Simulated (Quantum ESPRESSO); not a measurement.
A calculation with Quantum ESPRESSO 7.5 of As (ASE script, structure from a P1 CIF):

File run.py:

```python
import numpy as np
from ase.calculators.espresso import Espresso, EspressoProfile
from ase.io import read

atoms = read('As.cif')

input_data = {
    'control': {'calculation': 'scf', 'prefix': 'pwscf', 'outdir': './tmp', 'tprnfor': True, 'tstress': True, 'disk_io': 'nowf'},
    'system': {'ecutwfc': 45.0, 'ecutrho': 360.0, 'nbnd': 7, 'occupations': 'smearing', 'smearing': 'fd', 'degauss': 0.00367493},
    'electrons': {'conv_thr': 2e-10, 'electron_maxstep': 120, 'mixing_beta': 0.5},
}
pseudopotentials = {'As': 'as_pbesol_v1.uspp.F.UPF'}
profile = EspressoProfile(command='mpirun -n 2 pw.x -nk 2', pseudo_dir='pseudo')
dft = Espresso(profile=profile, input_data=input_data, pseudopotentials=pseudopotentials, kpts=(10, 10, 10), koffset=(0, 0, 0))
atoms.calc = dft

print(f'energy {atoms.get_potential_energy():.8f} eV')
print('forces (eV/A)')
print(np.round(atoms.get_forces(), 6))
print('stress (eV/A^3, Voigt)')
print(np.round(atoms.get_stress(), 8))
print(f'Fermi level {dft.get_fermi_level():.4f} eV')
```

Contents of As.cif:

```cif
data_As
_cell_length_a 2.70368174
_cell_length_b 2.70368174
_cell_length_c 2.70368174
_cell_angle_alpha 90.00000000
_cell_angle_beta 90.00000000
_cell_angle_gamma 90.00000000
_space_group_name_H-M_alt 'P1'
_space_group_name_Hall 'P 1'
_space_group_IT_number 1
loop_
_space_group_symop_operation_xyz
'x,y,z'
loop_
_atom_site_label
_atom_site_type_symbol
_atom_site_symmetry_multiplicity
_atom_site_Wyckoff_symbol
_atom_site_fract_x
_atom_site_fract_y
_atom_site_fract_z
_atom_site_occupancy
As1 As 1 a 0.5000000000 0.5000000000 0.5000000000 1
```

Potentials or basis: GBRV 1.5 PBEsol.

Launch:

```sh
$ OMP_NUM_THREADS=1 python run.py
```

This isn't the form of As at room conditions, which is rhombohedral.

Task: Write the same calculation in another form: native input, structure typed inline.

Result: As run:

The input pw.in:

```
&CONTROL
  calculation = 'scf'
  prefix = 'pwscf'
  outdir = './tmp'
  pseudo_dir = './pseudo'
  tprnfor = .true.
  tstress = .true.
  disk_io = 'low'
/
&SYSTEM
  ibrav = 0
  nat = 1
  ntyp = 1
  ecutwfc = 45
  ecutrho = 360
  nbnd = 7
  occupations = 'smearing'
  smearing = 'fd'
  degauss = 0.00367493
/
&ELECTRONS
  conv_thr = 2d-10
  electron_maxstep = 120
  mixing_beta = 0.5
/
ATOMIC_SPECIES
As    74.9216 as_pbesol_v1.uspp.F.UPF
CELL_PARAMETERS angstrom
   2.7036817444    0.0000000000    0.0000000000
   0.0000000000    2.7036817444    0.0000000000
   0.0000000000    0.0000000000    2.7036817444
ATOMIC_POSITIONS crystal
As     0.5000000000    0.5000000000    0.5000000000
K_POINTS automatic
10 10 10 0 0 0
```

pp_density.in

```
&INPUTPP
  prefix = 'pwscf'
  outdir = './tmp'
  filplot = 'density.dat'
  plot_num = 0
/
&PLOT
  nfile = 1
  filepp(1) = 'density.dat'
  iflag = 3
  output_format = 6
  fileout = 'density.cube'
/
```

pp_potential.in

```
&INPUTPP
  prefix = 'pwscf'
  outdir = './tmp'
  filplot = 'potential.dat'
  plot_num = 11
/
&PLOT
  nfile = 1
  filepp(1) = 'potential.dat'
  iflag = 3
  output_format = 6
  fileout = 'potential.cube'
/
```

Potentials or basis: GBRV 1.5 PBEsol.

Run with:

```bash
$ OMP_NUM_THREADS=1 mpirun -n 2 pw.x -nk 2 -in pw.in > pw.out
$ OMP_NUM_THREADS=1 mpirun -n 1 pp.x -in pp_density.in > pp_density.out
$ OMP_NUM_THREADS=1 mpirun -n 1 pp.x -in pp_potential.in > pp_potential.out
```

Both were run:

|  | ASE script, structure from a P1 CIF | native input, structure typed inline |
| --- | --- | --- |
| Pressure | -1.1 GPa | -1.1 GPa |
| Band gap on the k mesh | none (metal or under the smearing width) | none (metal or under the smearing width) |

Keys that steer only the numerical path or the files written may differ.
